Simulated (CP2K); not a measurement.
The system is PbF2 (Fluorocronite).

```xyz
3
Lattice="4.1912 0.0000 0.0000 2.0956 3.6297 0.0000 2.0956 1.2099 3.4221" Properties=species:S:1:pos:R:3 pbc="T T T"
Pb    0.0000    0.0000    0.0000
F     6.2869    3.6297    2.5666
F     2.0956    1.2099    0.8555
```

Base run:

- Program: CP2K 2026.2
- Functional: LDA
- Potentials or basis: POTENTIAL_UZH Pb GTH-PBE-q4, F GTH-PBE-q7; TZVP-MOLOPT-PBE-GTH basis
- Density cutoff: 14966 eV
- k mesh: 8 × 8 × 8
- Occupations: fermi-dirac, width 0.05 eV
- Spin: no spin polarisation

Its results: band gap on the k mesh 4.13 eV, indirect (least direct gap 4.31 eV); pressure 0.0 GPa.

Task: The run is repeated on the same cell with these changes: functional from LDA to PBE. What comes out?

Result: Band gap on the k mesh 4.33 eV, indirect (least direct gap 4.49 eV); pressure 3.5 GPa.

PBE binds less tightly than LDA, so the same cell stands under more pressure.

Caveats: spin-orbit coupling is left out, which as a rule narrows the gap of such compounds by several tenths of an eV; the basis of atomic orbitals isn't converged, which shifts pressures, moduli and gaps; the potentials were made for another functional, which shifts forces and pressure (some runs).

A k mesh can miss the band edges.

Not every run made on this cell is shown here.
